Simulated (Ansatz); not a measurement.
Nuclear-site quantities of Ga as the cell is scaled

```
CELL_PARAMETERS angstrom
1.38300 -4.02650 0.00000
1.38300 4.02650 0.00000
-0.11745 0.00000 3.32993
ATOMIC_POSITIONS crystal
Ga 0.86900 0.13100 0.25000
Ga 0.13100 0.86900 0.75000
```

Atom numbers follow the list: Ga1, Ga2.

The conventional cell has a = 2.766 Å, b = 8.053 Å, c = 3.332 Å, α = 90.00°, β = 92.02°, γ = 90.00°. Ga (atom 1) has 8 Ga at 2.69 to 2.92 Å as nearest neighbours.

The cell is a measured one (Crystallography Open Database entry 9011089); the temperature and pressure of the measurement aren't taken into account, and nothing was relaxed.

Theory: Ansatz 0.2.0, DFT, PBEsol, all-electron PAW with datasets made for the crystal, scalar-relativistic.

Settings: a Γ-centred 14×14×11 k mesh, Fermi–Dirac smearing of 0.03 eV, cutoff 240 eV (chosen by the program for this cell), no spin polarisation.

The contact density is the mean electron density over the nuclear volume; its changes follow the s electrons' response to bonding and compression. Changes below are taken from the unscaled cell, where it is 187138 e/Å³ at Ga1.

Volumes at which the program chose other datasets or cutoffs are left out.

The datasets are made afresh for each cell, so very small changes are uncertain.

Q: Does compression raise or lower the contact density at Ga1?

A: It lowers it, by 2.00 e/Å³ over the whole range.

Q: Tabulate the changes with volume.

A: 
```csv
V/V(cell),P (GPa),Δρ(0) Ga1 (e/Å³)
1.0000,-1.8,0.00
1.0100,-2.4,0.31
1.0200,-2.8,0.63
1.0400,-3.7,1.31
1.0500,-4.0,1.65
1.0600,-4.4,2.00
```
